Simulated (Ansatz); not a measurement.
Crystal: Cu.

```
CELL_PARAMETERS angstrom
-1.44279 1.44279 1.37608
1.44279 -1.44279 1.37608
1.44279 1.44279 -1.37608
ATOMIC_POSITIONS crystal
Cu 0.00000 0.00000 0.00000
```

This isn't the form of Cu at room conditions, which is fcc.

```yaml
Program: Ansatz 0.2.0
Task: relaxation of cell and atoms
Functional: B3LYP
Potentials_or_basis: Ansatz PAW
Cutoff: "420 eV (not typed: the program's choice for these potentials)"
k_mesh: 7 × 7 × 7
Occupations: fermi-dirac, width 0.05 eV
Spin: no spin polarisation
```

At the start: volume 11.46 Å³/atom.

Q: Where does the relaxation end?

A: It ends after 8 steps and the volume is 12.65 Å³/atom (+10.4 %); space group I4/mmm (No. 139, to 0.05 Å).

Step by step:
```tsv
step	energy change (eV)	largest force (eV/Å)	volume (Å³)
1	0.0000	0.0000	11.46
2	-0.0368	0.0000	11.96
3	-0.0619	0.0000	12.55
4	-0.0655	0.0000	12.80
5	-0.0664	0.0000	12.69
6	-0.0665	0.0000	12.65
7	-0.0665	0.0000	12.65
8	-0.0675	0.0000	12.65
```

Final structure:
```
Cu
1.0
    -1.54055    1.54055    1.33255
     1.54055   -1.54055    1.33255
     1.54055    1.54055   -1.33255
Cu
1
Direct
  0.00000 0.00000 0.00000
```

Caveat: the k mesh is coarse (spacing up to 0.45 Å⁻¹), so the values aren't converged, least of all with exact exchange; the plane-wave basis is chosen anew once the cell has moved, so the energies of steps on either side of that aren't comparable; the PAW data sets come from PBE, with cores solved anew for the run's functional, which leaves a small shift of forces and pressure.
